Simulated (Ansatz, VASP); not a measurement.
# NaCl: VASP beside Ansatz

Wanted: the spread between two codes on one cell, functional and k mesh.

Calculated with Ansatz 0.2.0; plane waves, with VASP 6.6.1 beside it; band structure at PBE.

The database entry behind the starting cell differs from later determinations by our own check (an axis about 0.4 % short against later determinations), so it need not match the best structure at ambient conditions.

**1. The starting structure**

The structure is cubic, space group Fm-3m (No. 225). The conventional cell has a = 5.620 Å, b = 5.620 Å, c = 5.620 Å, α = 90.00°, β = 90.00°, γ = 90.00°. Na has 6 Cl at 2.81 Å nearest. Nearest to Cl lie 6 Na at 2.81 Å. Farther neighbours and most contacts between anions are not listed.

**2. VASP: band structure, PBE**

Levels along a path test the potential and the projectors away from the mesh points.

Lines of VASP's logs that name or quote its potential files are left out, and so is its time.

INCAR

```
SYSTEM = NaCl
PREC = Accurate
ENCUT = 400
EDIFF = 1E-08
NELM = 100
ISMEAR = 0
SIGMA = 0.01
LREAL = .FALSE.
ALGO = Normal
GGA = PE
NBANDS = 14
LORBIT = 11
LWAVE = .TRUE.
LCHARG = .FALSE.
KPAR = 8
```

POSCAR

```
NaCl
1.0
    0.0000000000      2.8100000000      2.8100000000
    2.8100000000      0.0000000000      2.8100000000
    2.8100000000      2.8100000000      0.0000000000
Na Cl
1 1
Direct
    0.0000000000      0.0000000000      0.0000000000
    0.5000000000      0.5000000000      0.5000000000
```

KPOINTS

```
Automatic mesh
0
Gamma
6 6 6
0 0 0
```

KPOINTS_OPT

```
Line mode
12
Line-mode
Reciprocal
  0.00000000   0.00000000   0.00000000 GAMMA
  0.50000000   0.00000000   0.50000000 X

  0.50000000   0.00000000   0.50000000 X
  0.50000000   0.25000000   0.75000000 W

  0.50000000   0.25000000   0.75000000 W
  0.37500000   0.37500000   0.75000000 K

  0.37500000   0.37500000   0.75000000 K
  0.00000000   0.00000000   0.00000000 GAMMA

  0.00000000   0.00000000   0.00000000 GAMMA
  0.50000000   0.50000000   0.50000000 L

  0.50000000   0.50000000   0.50000000 L
  0.62500000   0.25000000   0.62500000 U

  0.62500000   0.25000000   0.62500000 U
  0.50000000   0.25000000   0.75000000 W

  0.50000000   0.25000000   0.75000000 W
  0.50000000   0.50000000   0.50000000 L

  0.50000000   0.50000000   0.50000000 L
  0.37500000   0.37500000   0.75000000 K

  0.62500000   0.25000000   0.62500000 U
  0.50000000   0.00000000   0.50000000 X
```

The projector-augmented-wave data sets are Na_sv_GW and Cl_GW (PBE family, release 64).

The run is started by

```console
mpirun -np 8 vasp_std
```

Numbers of over 12 decimals in the logs are rounded to 6 here.

The log of the run:

```text
[banner, memory and clock lines left out]
running    8 mpi-ranks, on    1 nodes
 distrk:  each k-point on    1 cores,    8 groups
 distr:  one band on    1 cores,    1 groups

 POSCAR found type information on POSCAR NaCl
 POSCAR found :  2 types and       2 ions
|                                                                             |
|           W    W    AA    RRRRR   N    N  II  N    N   GGGG   !!!           |
|           W    W   A  A   R    R  NN   N  II  NN   N  G    G  !!!           |
|           W    W  A    A  R    R  N N  N  II  N N  N  G       !!!           |
|           W WW W  AAAAAA  RRRRR   N  N N  II  N  N N  G  GGG   !            |
|           WW  WW  A    A  R   R   N   NN  II  N   NN  G    G                |
|           W    W  A    A  R    R  N    N  II  N    N   GGGG   !!!           |
|                                                                             |
|     For optimal performance we recommend to set                             |
|       NCORE = 2 up to number-of-cores-per-socket                            |
|     NCORE specifies how many cores store one orbital (NPAR=cpu/NCORE).      |
|     This setting can greatly improve the performance of VASP for DFT.       |
|     The default, NCORE=1 might be grossly inefficient on modern             |
|     multi-core architectures or massively parallel machines. Do your        |
|     Unfortunately you need to use the default for GW and RPA                |
|     calculations (for HF NCORE is supported but not extensively tested      |
|     yet).                                                                   |
|                                                                             |

 LDA part: xc-table for (Slater+PW92), standard interpolation
 POSCAR, INCAR and KPOINTS ok, starting setup
 FFT: planning ... GRIDC
 FFT: planning ... GRID_SOFT
 FFT: planning ... GRID
 WAVECAR not read
 entering main loop
       N       E                     dE             d eps       ncg     rms          rms(c)
DAV:   1     0.121242371715E+03    0.12124E+03   -0.68763E+03   448   0.899E+02
DAV:   2    -0.268282643988E+01   -0.12393E+03   -0.11613E+03   496   0.290E+02
DAV:   3    -0.878486932774E+01   -0.61020E+01   -0.60481E+01   586   0.623E+01
DAV:   4    -0.898257335595E+01   -0.19770E+00   -0.19760E+00   646   0.117E+01
DAV:   5    -0.898528517395E+01   -0.27118E-02   -0.27117E-02   602   0.142E+00    0.159E+00
DAV:   6    -0.885161800902E+01    0.13367E+00   -0.18111E-01   568   0.340E+00    0.758E-01
DAV:   7    -0.884468719399E+01    0.69308E-02   -0.50004E-02   646   0.149E+00    0.400E-01
DAV:   8    -0.885013014290E+01   -0.54429E-02   -0.77990E-03   508   0.863E-01    0.442E-02
DAV:   9    -0.885018651755E+01   -0.56375E-04   -0.18019E-04   580   0.162E-01    0.213E-02
DAV:  10    -0.885025413880E+01   -0.67621E-04   -0.65983E-05   508   0.539E-02    0.246E-03
DAV:  11    -0.885025547118E+01   -0.13324E-05   -0.25676E-06   544   0.130E-02    0.102E-03
DAV:  12    -0.885025584387E+01   -0.37269E-06   -0.58302E-07   556   0.634E-03    0.113E-03
DAV:  13    -0.885025568103E+01    0.16284E-06   -0.12252E-07   556   0.401E-03    0.536E-05
DAV:  14    -0.885025566501E+01    0.16021E-07   -0.22737E-09   380   0.604E-04    0.236E-05
DAV:  15    -0.885025566382E+01    0.11926E-08   -0.40353E-10   326   0.232E-04
   1 F= -.88502557E+01 E0= -.88502557E+01  d E =-.169315E-61
 Start KPOINTS_OPT (optional k-point list driver)
k-point batch [1-16\120]
       N       E                     dE             ncg
DAV:   1    -0.218304821953E+04   -0.74713E+04      448
DAV:   2    -0.414239651207E+04   -0.19593E+04      502
DAV:   3    -0.424120687282E+04   -0.98810E+02      592
DAV:   4    -0.424400969216E+04   -0.28028E+01      574
DAV:   5    -0.424412585471E+04   -0.11616E+00      618
DAV:   6    -0.424413071910E+04   -0.48644E-02      604
DAV:   7    -0.424413077369E+04   -0.54593E-04      624
DAV:   8    -0.424413077471E+04   -0.10231E-05      628
DAV:   9    -0.424413077472E+04   -0.99817E-08      458
[...]
k-point batch [113-120\120]
       N       E                     dE             ncg
DAV:   1     0.312709457085E+04   -0.52553E+04      224
DAV:   2     0.224143426140E+04   -0.88566E+03      260
DAV:   3     0.220400521936E+04   -0.37429E+02      272
DAV:   4     0.220283688296E+04   -0.11683E+01      324
DAV:   5     0.220280124253E+04   -0.35640E-01      314
DAV:   6     0.220280062332E+04   -0.61921E-03      330
DAV:   7     0.220280060918E+04   -0.14141E-04      320
DAV:   8     0.220280060903E+04   -0.15449E-06      330
DAV:   9     0.220280060902E+04   -0.15793E-08      226
 writing wavefunctions
```

From OUTCAR (step 2):

```text
ion  position               nearest neighbor table
   1  0.000  0.000  0.000-
   2  0.500  0.500  0.500-

  LATTYP: Found a face centered cubic cell.
 ALAT       =     5.6200000000

 Subroutine GETGRP returns: Found 48 space group operations
 (whereof 48 operations were pure point group operations)

The static configuration has the point symmetry O_h .

 Found     16 irreducible k-points:

   k-points           NKPTS =     16   k-points in BZ     NKDIM =     16   number of bands    NBANDS=     14

   dimension x,y,z NGX =    28 NGY =   28 NGZ =   28
   dimension x,y,z NGXF=    56 NGYF=   56 NGZF=   56

   ENCUT  =  400.0 eV  29.40 Ry    5.42 a.u.   6.48  6.48  6.48*2*pi/ulx,y,z

   NELECT =      16.0000    total number of electrons

 k-points in reciprocal lattice and weights: Automatic mesh
   0.00000000  0.00000000  0.00000000       0.005
   0.16666667  0.00000000  0.00000000       0.037
   0.33333333  0.00000000  0.00000000       0.037
   0.50000000  0.00000000  0.00000000       0.019
   0.16666667  0.16666667  0.00000000       0.028
   0.33333333  0.16666667  0.00000000       0.111
   0.50000000  0.16666667  0.00000000       0.111
  -0.33333333  0.16666667  0.00000000       0.111
  -0.16666667  0.16666667  0.00000000       0.056
[...]
-0.33333333  0.33333333  0.16666667       0.111
  -0.33333333  0.50000000  0.16666667       0.056

 average (electrostatic) potential at core
       1 -55.7846       2 -84.2179

 E-fermi :  -0.7601

 k-point     1 :       0.0000    0.0000    0.0000
  band No.  band energies     occupation
    ...
      4     -21.6720      2.00000
      5     -13.5584      2.00000
      6      -0.8754      2.00000
      7      -0.8754      2.00000
      8      -0.8754      2.00000
      9       4.2803      0.00000
     10      10.1739      0.00000
     11      10.1739      0.00000
     12      10.1739      0.00000
     13      12.2606      0.00000
    ...

 k-point     2 :       0.1667    0.0000    0.0000
  band No.  band energies     occupation
    ...
      4     -21.6730      2.00000
      5     -13.4759      2.00000
      6      -1.4842      2.00000
      7      -0.9458      2.00000
      8      -0.9458      2.00000
      9       5.0980      0.00000
     10       9.4182      0.00000
     11      10.4557      0.00000
     12      10.4557      0.00000
     13      11.9738      0.00000
    ...

 k-point     3 :       0.3333    0.0000    0.0000
  band No.  band energies     occupation
    ...
      4     -21.6742      2.00000
      5     -13.3037      2.00000
      6      -2.4278      2.00000
      7      -1.0802      2.00000
      8      -1.0802      2.00000
      9       6.2036      0.00000
     10       9.2425      0.00000
     11      10.2717      0.00000
     12      10.2717      0.00000
     13      13.0548      0.00000
    ...

  Total        0.0205003      0.0205003      0.0205003     -0.0000000      0.0000000      0.0000000
  in kB        0.7401521      0.7401521      0.7401521     -0.0000000      0.0000000      0.0000000
  external PRESSURE =       0.7401521 kB  Pullay stress =       0.0000000 kB

  energy-cutoff  :      400.00
  volume of cell :       44.38
      direct lattice vectors                 reciprocal lattice vectors
     0.000000000  2.810000000  2.810000000    -0.177935943  0.177935943  0.177935943
     2.810000000  0.000000000  2.810000000     0.177935943 -0.177935943  0.177935943
     2.810000000  2.810000000  0.000000000     0.177935943  0.177935943 -0.177935943

 POSITION                                       TOTAL-FORCE (eV/Angst)
 -----------------------------------------------------------------------------------
      0.00000      0.00000      0.00000         0.000000      0.000000      0.000000
      2.81000      2.81000      2.81000        -0.000000     -0.000000     -0.000000
 -----------------------------------------------------------------------------------
    total drift:                                0.000000      0.000000      0.000000

  FREE ENERGIE OF THE ION-ELECTRON SYSTEM (eV)
  ---------------------------------------------------
  free  energy   TOTEN  =        -8.8502556638 eV

  energy  without entropy=       -8.8502556638  energy(sigma->0) =       -8.85025566

 total charge
# of ion       s       p       d       tot
------------------------------------------
    1        2.002   5.984   0.016   8.002
    2        1.570   3.537   0.002   5.109
--------------------------------------------------
tot          3.572   9.521   0.018  13.111

[... 3 further parts left out ...]
```

The run ends at a pressure of 0.07 GPa.

**3. Ansatz: band structure, PBE**

Ansatz runs on its default PAW (the set named soft_2) files.

The same cell, functional, mesh and smearing now go to Ansatz, which takes its cutoff from its data sets.

input.yaml

```yaml
crystal:
  lattice:
    - [0.0, 2.81, 2.81]
    - [2.81, 0.0, 2.81]
    - [2.81, 2.81, 0.0]
  atoms:
    - { symbol: Na, position: [0.0, 0.0, 0.0] }
    - { symbol: Cl, position: [0.5, 0.5, 0.5] }
hamiltonian:
  xc: pbe
  pseudopotentials: { kind: paw }
kpoints:
  mp_grid: { grid: [6, 6, 6] }
  band_path:
    path:
      - [0.0, 0.0, 0.0]
      - [0.18182, 0.0, 0.18182]
      - [0.36364, 0.0, 0.36364]
      - [0.5, 0.0, 0.5]
      - [0.5, 0.09091, 0.59091]
      - [0.5, 0.18182, 0.68182]
      - [0.5, 0.25, 0.75]
      - [0.45455, 0.29545, 0.75]
      - [0.40909, 0.34091, 0.75]
      - [0.375, 0.375, 0.75]
      - [0.20455, 0.20455, 0.40909]
      - [0.06818, 0.06818, 0.13636]
      - [0.04545, 0.04545, 0.04545]
      - [0.22727, 0.22727, 0.22727]
      - [0.40909, 0.40909, 0.40909]
      - [0.51136, 0.47727, 0.51136]
      - [0.55682, 0.38636, 0.55682]
      - [0.60227, 0.29545, 0.60227]
      - [0.61364, 0.25, 0.63636]
      - [0.56818, 0.25, 0.68182]
      - [0.51136, 0.25, 0.73864]
      - [0.5, 0.29545, 0.70455]
      - [0.5, 0.38636, 0.61364]
      - [0.5, 0.47727, 0.52273]
      - [0.47727, 0.47727, 0.54545]
      - [0.43182, 0.43182, 0.63636]
      - [0.38636, 0.38636, 0.72727]
      - [0.60227, 0.20455, 0.60227]
      - [0.55682, 0.11364, 0.55682]
      - [0.5, 0.0, 0.5]
    npoints: 1
scf:
  occupations: { method: gaussian, width: 0.01 }
  n_extra_bands: 7
output:
  forces: true
  stress: true
  eigenvalues: true
  write_density: true
  write_potential: true
  elf: true
  volumetric_format: npy
```

The run is started by

```console
ansatz run input.yaml --threads 2 --pin off --max-ram 4608MiB --backend cpu --events-out ev --progress --plain --runs-dir out
```

The log of the run:

```text
scf.n_extra_bands = 7 over 8 filled bands (N_el = 16.0): the run solves 15 bands
Engine: ansatz 0.2.0, aarch64-unknown-linux-gnu
Pseudopotentials: kind: paw
Pseudopotential: Na, paw, valence charge 9, recommended cutoff 420 eV (normal), Na.paw.azcp
Pseudopotential: Cl, paw, valence charge 7, recommended cutoff 420 eV (normal), Cl.paw.azcp
Functional definition: PBE
  parameter kappa = 0.804
  parameter beta = 0.066725
  exchange = pbe_x(kappa = kappa, mu = beta*pi^2/3)
  correlation = pbe_c(beta = beta)
Crystal: 2 atoms, lattice volume = 44.376 Å³
Basis set: ecut = 420 eV, 893 PW (Γ), exchange–correlation on 54×54×54 points (8 copies of the dense FFT grid, shifted against one another)
Bands: 15, of which v1, the nominal top of the filled ones, is band 8 counted from 1 (7 counted from 0)
Symmetry: 48 space group operations
Space group: Fm-3m (ITA 225), of the structure as read, at distance tolerance 3.5e-5 Å
k-points: 16 of 216
Non-local potential: Na, projectors of the file, l = 0: 3, l = 1: 2, l = 2: 1
Non-local potential: Cl, projectors of the file, l = 0: 2, l = 1: 2, l = 2: 2
PAW form: soft (Blöchl's): semilocal exchange-correlation on the pseudo side does not see the compensation charge
PAW one-centre angular grid: Na, 110 points (default); XC on 64 Gauss nodes
PAW one-centre angular grid: Cl, 110 points (default); XC on 64 Gauss nodes
Initial density: superposition of atomic densities (neutral atoms: chi_scale 0, normalization atom), corrected by the library's trained network
Initial wavefunctions: pseudopotential atomic-orbital guess
Functional: x = pbe(κ = 0.804, μ = 0.219515), c = pbe(β = 0.066725)
SCF iter   1: F=—  HF=-2569.549284 eV  |F-HF|=—  |Δ(HF+E_count)|=         —  Δρ=8.66e-4  dr2=4.21e-4  ethr=1.77e-3  ⟨swp⟩=6.1  Hψ=1314  notcnv=0
preconditioner: auto → none  [insulator: Δε(μ)=5.147 eV  Ē_g=23.235 eV  σ=0.010 eV  W_gap=1.00  n_scr=14 (ndim 8)  ℏωp=20.9 eV  f_vac=0.032  D(μ)=0.00/eV (n_scr^D=0)  ε∞_Penn≈1.8]
SCF iter   2: F=—  HF=-2569.549436 eV  |F-HF|=—  |Δ(HF+E_count)|=   1.53e-4  Δρ=9.39e-4  dr2=5.73e-4  ethr=2.63e-6  ⟨swp⟩=2.0  Hψ=561  notcnv=0  defer=31
SCF iter   3: F=—  HF=-2569.549281 eV  |F-HF|=—  |Δ(HF+E_count)|=   1.56e-4  Δρ=4.73e-4  dr2=1.48e-4  ethr=2.63e-6  ⟨swp⟩=2.2  Hψ=256  notcnv=0  defer=31
SCF iter   4: F=—  HF=-2569.549236 eV  |F-HF|=—  |Δ(HF+E_count)|=   4.49e-5  Δρ=1.68e-4  dr2=1.94e-5  ethr=9.26e-7  ⟨swp⟩=2.2  Hψ=255  notcnv=0  defer=31
SCF iter   5: F=—  HF=-2569.549270 eV  |F-HF|=—  |Δ(HF+E_count)|=   3.39e-5  Δρ=2.60e-5  dr2=4.35e-7  ethr=1.21e-7  ⟨swp⟩=2.0  Hψ=263  notcnv=0  defer=31
SCF iter   6: F=—  HF=-2569.549270 eV  |F-HF|=—  |Δ(HF+E_count)|=   6.38e-8  Δρ=1.35e-5  dr2=1.25e-7  ethr=6.25e-10  ⟨swp⟩=11.1  Hψ=1453  notcnv=0
SCF iter   7: F=-2569.549269 eV  HF=-2569.549269 eV  |F-HF|=4.44e-9  |Δ(HF+E_count)|=   3.87e-8  Δρ=3.23e-6  dr2=5.85e-9  ethr=6.25e-10  ⟨swp⟩=7.4  Hψ=994  notcnv=0
SCF 1 converged in 7 iterations: F = -2569.549269 eV  dr2 = 5.85e-9
  greatest PAW one-centre occupation: 0.999 electrons in one spin orbital (limit 2), on the Na atom at site 0 (counted from 0), in its partial waves of l = 0
NSCF: frozen V_eff on 30 k-points
SCF converged after 7 iterations
Free energy (F): -2569.549269 eV
Harris-Foulkes:  -2569.549269 eV  (|F-HF|=4.44e-9)
Internal energy: -2569.549269 eV  (E = F + TS)
E sigma→0 (E₀):  -2569.549269 eV
Fermi energy:    3.760885 eV
--- Per-component energies (eV) ---
  E_band       = -233.297622
  E_kinetic    = 283.217716
  E_local      = -1524.498625  (includes V_loc(G=0)·N_el)
  E_nonlocal   = 143.599460
  E_hartree    = 537.303760
  E_xc         = -147.141543
  E_vxc        = -173.452961  (∫ρ·V_xc dr)
  E_paw        = -922.544947  (= ΣΔE_a)
  E_vpaw       = -36.772618  (= ΣTr[D̂ρ^β])
  E_aug_tail   = 0.000067  (compensation charges beyond the density's cutoff)
  E_ewald      = -939.485157
  E_smearing   = -0.000000  (= −TS)
  E_closure    = 0.000000  (closes the sum)
  Σ components = -2569.549269   (vs F -2569.549269, Δ=0.00e0)
--- Forces (eV/Å), atoms counted from 1 ---
  atom   1  Na    -0.00000000     0.00000000     0.00000000
  atom   2  Cl     0.00000000     0.00000000     0.00000000
  max |Σ_I F_I| component: 1.15e-29 eV/Å
--- Stress (GPa, compression-positive) ---
        1.044488      -0.000000       0.000000
        0.000000       1.044488      -0.000000
        0.000000       0.000000       1.044488
  P = ⅓ Tr σ = 1.0445 GPa (10.445 kbar)
--- Band table (eV; the first three rows and the last of 16) ---
  k-point 0: bands = [... 4 lower, -11.4938, 1.1864, 1.1864, 1.1864, 6.3353, 12.2295, 12.2295, 12.2295, ... 3 higher]
  k-point 1: bands = [... 4 lower, -11.4113, 0.5771, 1.1160, 1.1160, 7.1537, 11.4754, 12.5108, 12.5108, ... 3 higher]
  k-point 2: bands = [... 4 lower, -11.2392, -0.3669, 0.9819, 0.9819, 8.2612, 11.2981, 12.3255, 12.3255, ... 3 higher]
  k-point 15: bands = [... 4 lower, -11.0875, -0.2712, 0.2613, 0.4602, 9.5845, 10.0589, 11.7199, 13.2577, ... 3 higher]
```

Run time: 1.5 s. Hardware: 2 threads of Arm Neoverse N1, shared host; peak memory 0.27 GiB.

In the SCF lines HF is the Harris–Foulkes energy and dr2 the Hartree energy of the density residual, in eV; the loop may stop once dr2 is under the threshold and the program's other checks hold. Hψ counts applications of the Hamiltonian.

**4. Comparison**

Known differences besides the potentials themselves: the cutoff is 420 eV in Ansatz and 400 eV in VASP; VASP leaves aspherical gradient terms in its spheres out (LASPH is not set), Ansatz keeps them. Total energies have different zeros and are not compared.

Compared:

```tsv
quantity	Ansatz	VASP	difference
gap over the path points (eV)	5.149	5.156	-0.007
```

Levels at points of the path, from each program's valence-band top (eV; 3 filled, then empty):

```tsv
k (reciprocal lattice)	Ansatz	VASP
0.000 0.000 0.000	0.00 0.00 0.00 5.15 11.04 11.04	0.00 0.00 0.00 5.16 11.05 11.05
0.182 0.000 0.182	-0.71 -0.19 -0.19 6.40 9.69 11.53	-0.71 -0.19 -0.19 6.41 9.69 11.54
0.364 0.000 0.364	-1.51 -0.51 -0.51 7.70 8.36 10.68	-1.51 -0.51 -0.51 7.71 8.36 10.68
0.500 0.000 0.500	-1.69 -0.61 -0.61 7.54 8.04 11.39	-1.69 -0.61 -0.61 7.56 8.04 11.40
0.500 0.091 0.591	-1.62 -0.71 -0.65 7.83 8.30 11.12	-1.61 -0.71 -0.65 7.84 8.31 11.12
0.500 0.182 0.682	-1.42 -0.97 -0.74 8.52 9.01 10.39	-1.42 -0.97 -0.74 8.53 9.02 10.39
0.500 0.250 0.750	-1.21 -1.21 -0.77 8.84 9.70 9.70	-1.21 -1.21 -0.77 8.85 9.70 9.70
0.455 0.295 0.750	-1.33 -1.12 -0.69 8.69 9.24 10.16	-1.33 -1.12 -0.69 8.70 9.24 10.16
0.409 0.341 0.750	-1.41 -1.13 -0.55 8.34 9.06 10.50	-1.41 -1.13 -0.55 8.35 9.07 10.50
0.375 0.375 0.750	-1.43 -1.13 -0.50 8.23 9.04 10.59	-1.43 -1.13 -0.50 8.24 9.04 10.59
```

Among the levels compared at these points, filled levels agree within 1 meV and empty ones within 13 meV. Not compared: the pressure (VASP's GW data sets at this cutoff don't carry it).

**5. Outcome**

| Item | Value |
| --- | --- |
| difference in gap over the path points (band structure, PBE) | -0.0068 eV |

The difference in gap over the path points is -0.0068 eV (band structure, PBE), within the 0.08 eV picked in this series as the mark of a large difference. Such differences can come from data sets, numerical settings and the points named under the comparisons, not from the functional's error against experiment.

[Lines on the potential files, build, host, timing and source positions are cut from VASP's logs without a mark.]

[Logs are printed without paths, hosts, clocks, repeated set-up lines and the standing remarks that a program may print on its own settings, such as how far it seeks lower states.]

[Hosts, paths, dates, database ids (printed as entryN), source tags and the programs' standing remarks are cut or masked in the printed files.]
